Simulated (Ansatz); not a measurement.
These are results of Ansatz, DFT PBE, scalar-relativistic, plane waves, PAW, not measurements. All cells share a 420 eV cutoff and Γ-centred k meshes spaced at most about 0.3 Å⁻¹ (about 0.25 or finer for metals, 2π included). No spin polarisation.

Temperature and zero-point effects are left out.

Question: Which of these relaxed structures of InGa3P4 is the lowest in energy?
A. Space group I4/mmm (No. 139), tetragonal, a = 5.275 Å, c = 10.505 Å. In is surrounded by 6 P at 2.64–2.75 Å; around Ga on a site of symmetry -4m2 lie 6 P at 2.63–2.64 Å; Ga on a site of symmetry 4/mmm has 6 P at 2.50–2.64 Å; P on a site of symmetry mmm has 4 Ga at 2.63–2.64 Å and 2 In at 2.64 Å; 1 more site not described.
B. Space group I-42m (No. 121), tetragonal, a = 5.620 Å, c = 11.220 Å. In is surrounded by 4 P at 2.55 Å; Ga on a site of symmetry -4 is surrounded by 4 P at 2.40 Å; Ga on a site of symmetry -42m is surrounded by 4 P at 2.38 Å; around P lie 3 Ga at 2.38–2.40 Å and 1 In at 2.55 Å.

Answer: B. The other, A, lies 0.38 eV/atom higher. Counting P atoms around Ga and In (those within 1.25 times the shortest such distance or 1.15 times the sum of covalent radii, 1.27 where that leaves under three): B has In 4, Ga 4; A has In 6, Ga 6. Both come from invented guesses.

Cells relaxed within their symmetry can be saddle points. Some types were kept out of the candidates beforehand, so the set may lack a known form.
